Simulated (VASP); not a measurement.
Wanted: the native input for a VASP 6.6.1 run.

```
Task                   : relaxation of cell and atoms
Functional             : PBE
Potentials or basis    : VASP PAW PBE potentials, release 64 (B)
Cutoff                 : 600 eV
k mesh                 : 22 × 22 × 22
Occupations            : fermi-dirac, width 0.1 eV
Spin                   : no spin polarisation
Target pressure        : 42 GPa
Dipole correction      : no
Further INCAR settings : ALGO = Normal; EDIFF = 1e-06; IBRION = 2; EDIFFG = -0.005; NSW = 32; ISIF = 3
Target pressure        : 42 GPa
```

The structure of B lies in POSCAR:

```
B
1.0
   -1.9470157260      1.9470157260      0.7855272477
    1.9470157260     -1.9470157260      0.7855272477
    1.9470157260      1.9470157260     -0.7855272477
B
2
Direct
   -0.3750000000     -0.1250000000     -0.2500000000
    0.3750000000      0.1250000000      0.2500000000
```

This isn't the form of B at room conditions, which is rhombohedral.

The input as run:

INCAR

```
  PREC = Accurate
  ENCUT = 600
  EDIFF = 1E-6
  ISMEAR = -1
  SIGMA = 0.1
  LREAL = False
  LASPH = True
  NELM = 100
  ALGO = Normal
  ISIF = 3
  LWAVE = False
  LCHARG = False
  GGA = PE
  IBRION = 2
  NSW = 32
  EDIFFG = -0.005
  PSTRESS = 420.0
```

KPOINTS

```
regular mesh
0
Gamma
  22 22 22
```

Potentials or basis: VASP PAW PBE potentials, release 64 (B).

Run with:

```sh
$ cat potpaw_PBE.64/B/POTCAR > POTCAR
$ mpirun -np 1 vasp_std > vasp.out
```

It gave:

The pressure after relaxing is 42.0 GPa and the band gap on the k mesh is none (metal or under the smearing width).

Caveat: the relaxation stopped at its first step, so nothing moved; the cell is relaxed towards a set pressure, so the enthalpy falls and the energy may rise.

Wall time 33 s on 1 thread of Intel(R) Xeon(R) 6975P-C (Granite Rapids), on a shared host, peak memory 0.19 GiB.
